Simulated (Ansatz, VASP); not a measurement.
This is a calculation of AlFe for VASP 6.6.1.

File INCAR:

```
SYSTEM = AlFe
ALGO     = Fast           ! electronic algorithm
EDIFF    = 1E-6           ! SCF threshold, eV
ENCUT    = 520            ! plane-wave cutoff, eV
GGA      = PS             ! functional
ISIF     = 2              ! what is computed and relaxed
ISMEAR   = -1             ! smearing method
ISPIN    = 2              ! spin polarisation
LASPH    = .True.         ! aspherical terms in the spheres
LCHARG   = .True.         ! write CHGCAR
LELF     = .True.         ! ELF
LMAXMIX  = 4              ! l up to which the mixer works
LORBIT   = 11             ! projections on sites
LREAL    = .False.        ! projectors in reciprocal space
LVHAR    = .True.       
LWAVE    = .False.        ! write WAVECAR
MAGMOM   = 4.5 0          ! initial moments
NBANDS   = 16             ! bands
NELM     = 150            ! most SCF steps
PREC     = Accurate       ! precision mode
SIGMA    = 0.05           ! smearing width, eV
```

The input KPOINTS:

```
k-points
0
Gamma
  9 9 9
  0 0 0
```

POSCAR

```
AlFe
1.0
    2.9100000000      0.0000000000      0.0000000000
    0.0000000000      2.9100000000      0.0000000000
    0.0000000000      0.0000000000      2.9100000000
Fe Al
1 1
Direct
    0.5000000000      0.5000000000      0.5000000000
    0.0000000000      0.0000000000      0.0000000000
```

Potentials or basis: VASP PAW PBE potentials, release 64 (Fe, Al).

Command:

```console
$ cat potpaw_PBE.64/Fe/POTCAR potpaw_PBE.64/Al/POTCAR > POTCAR
$ mpirun -np 1 vasp_std > vasp.out
```

Question: Set up the same calculation for Ansatz 0.2.0. Potentials there: Ansatz PAW.

Answer: As run (the cutoff follows the program's own potentials):

Contents of input.yaml:

```yaml
crystal:
  lattice:
    - [2.91, 0.0, 0.0]
    - [0.0, 2.91, 0.0]
    - [0.0, 0.0, 2.91]
  atoms:
    - { symbol: Fe, position: [0.5, 0.5, 0.5], spin: 4.5 }
    - { symbol: Al, position: [0.0, 0.0, 0.0] }
hamiltonian:
  xc: pbesol
  pseudopotentials: { kind: paw }
magnetization:
  spin_polarized: true
kpoints:
  mp_grid: { grid: [9, 9, 9] }
scf:
  occupations: { method: fermi_dirac, width: 0.05 }
output:
  forces: true
  stress: true
  eigenvalues: true
```

Potentials or basis: Ansatz PAW.

The run is started by

```console
$ ansatz run input.yaml --threads 2 --pin off --max-ram 5632MiB --backend cpu --events-out ev --progress --plain --runs-dir out
```

Both were run:

|  | VASP | Ansatz | Ansatz less VASP |
| --- | --- | --- | --- |
| gap on the k mesh at the Fermi level (eV) | none | none | - |
| pressure (GPa) | -11.1 | -11.2 | -0.16 |
| net moment per atom (μB) | 0.33 | 0.33 | +0.002 |

A gap of «none» marks a metal or a gap that the smearing closes. The two sets of potentials don't hold the same shells in valence.

Caveats: the moment fell far below its start of 4.5 μB, so a state of higher moment may lie lower in energy; the PAW data sets were made with another functional, which shifts forces and pressure a little (VASP); the PAW data sets come from PBE, with cores solved anew for the run's functional, which leaves a small shift of forces and pressure (Ansatz).
